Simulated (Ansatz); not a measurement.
A run of Ansatz 0.2.0 is set up as follows.

input.yaml

```yaml
crystal:
  lattice:
    - [-1.443, 1.443, 1.443]
    - [1.443, -1.443, 1.443]
    - [1.443, 1.443, -1.443]
  atoms:
    - { symbol: Fe, position: [0.0, 0.0, 0.0], spin: 3.0 }
hamiltonian:
  xc: pbe
  pseudopotentials: { kind: paw }
magnetization:
  spin_polarized: true
kpoints:
  mp_grid: { grid: [13, 13, 13] }
scf:
  occupations: { method: fermi_dirac, width: 0.05 }
output:
  forces: true
  stress: true
  eigenvalues: true
relax:
  f_tol: 0.01
  max_steps: 40
  cell: { stress_tol: 0.05, p_target: 30.0 }
```

Potentials or basis: Ansatz PAW.

Run with:

```sh
$ ansatz run input.yaml --threads 2 --pin off --max-ram 5632MiB --backend cpu --events-out ev --progress --plain --runs-dir out
```

Task: Predict the site moments.

Result: Fe +2.02 μB.

Task: Estimate the band gap on the k mesh.

Result: None (metal or under the smearing width).

Task: Estimate the net moment.

Result: 1.99 μB per cell.

Step by step:
| step | energy change (eV) | largest force (eV/Å) | volume (Å³) |
| --- | --- | --- | --- |
| 1 | 0.0000 | 0.0000 | 12.02 |
| 2 | 0.0360 | 0.0000 | 10.35 |
| 3 | 0.0961 | 0.0000 | 10.00 |
| 4 | 0.0748 | 0.0000 | 10.11 |
| 5 | 0.0756 | 0.0000 | 10.10 |
| 6 | 0.0772 | 0.0000 | 10.10 |
| 7 | 0.0766 | 0.0000 | 10.11 |
| 8 | 0.0766 | 0.0000 | 10.11 |

Caveat: the volume moved by over 15 % at a fixed basis, so the end points are rough; the plane-wave basis is chosen anew once the cell has moved, so the energies of steps on either side of that aren't comparable.
